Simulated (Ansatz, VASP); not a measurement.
Given: the input of a run of Ansatz 0.2.0 on TePb. 

File input.yaml:

```yaml
crystal:
  lattice:
    - [0.0, 3.231, 3.231]
    - [3.231, 0.0, 3.231]
    - [3.231, 3.231, 0.0]
  atoms:
    - { symbol: Pb, position: [0.0, 0.0, 0.0] }
    - { symbol: Te, position: [0.5, 0.5, 0.5] }
hamiltonian:
  xc: pbe
  pseudopotentials: { kind: paw }
kpoints:
  mp_grid: { grid: [7, 7, 7] }
scf:
  occupations: { method: gaussian, width: 0.015 }
output:
  forces: true
  stress: true
  eigenvalues: true
```

Potentials or basis: Ansatz PAW.

Run with:

```bash
$ ansatz run input.yaml --threads 2 --pin off --max-ram 5632MiB --backend cpu --events-out ev --progress --plain --runs-dir out
```

**Question.** Set up the same calculation for VASP 6.6.1. Potentials or basis there: PBE PAW files Pb_d, Te, 520 eV.

**Answer.** As run (cutoffs and basis follow the program's own potentials, and thresholds, step limits or extra output files can differ):

The input INCAR:

```
PREC     = Accurate       # precision mode
ENCUT    = 520            # plane-wave cutoff, eV
EDIFF    = 1E-6           # SCF threshold, eV
ISMEAR   = 0              # smearing method
SIGMA    = 0.015          # smearing width, eV
LREAL    = False          # projectors in reciprocal space
LASPH    = True           # aspherical terms in the spheres
NELM     = 100            # most SCF steps
ALGO     = Normal         # electronic algorithm
ISIF     = 2              # what is computed and relaxed
LWAVE    = False          # write WAVECAR
LCHARG   = True           # write CHGCAR
GGA      = PE             # functional
LELF     = True           # ELF
LVHAR    = True         
NBANDS   = 17             # bands
```

File KPOINTS:

```
Automatic mesh
0
Gamma
  7 7 7
```

Contents of POSCAR:

```
TePb
1.0
    0.0000000000      3.2310000000      3.2310000000
    3.2310000000      0.0000000000      3.2310000000
    3.2310000000      3.2310000000      0.0000000000
Pb Te
1 1
Direct
    0.0000000000      0.0000000000      0.0000000000
    0.5000000000      0.5000000000      0.5000000000
```

Potentials or basis: VASP PAW PBE potentials, release 64 (Pb_d, Te).

Launch:

```sh
$ cat potpaw_PBE.64/Pb_d/POTCAR potpaw_PBE.64/Te/POTCAR > POTCAR
$ mpirun -np 1 vasp_std > vasp.out
```

Both were run:

|  | Ansatz | VASP |
| --- | --- | --- |
| Pressure | 2.1 GPa | 2.1 GPa |

Ansatz's pressure holds a Pulay term of +0.02 GPa for its cutoff of 420 eV, which the other run lacks.

The potentials hold 30 and 20 valence electrons a cell.

Where Ansatz's input types no cutoff or centring, it takes its own default and a Γ-centred mesh.

Pressure is positive in compression.
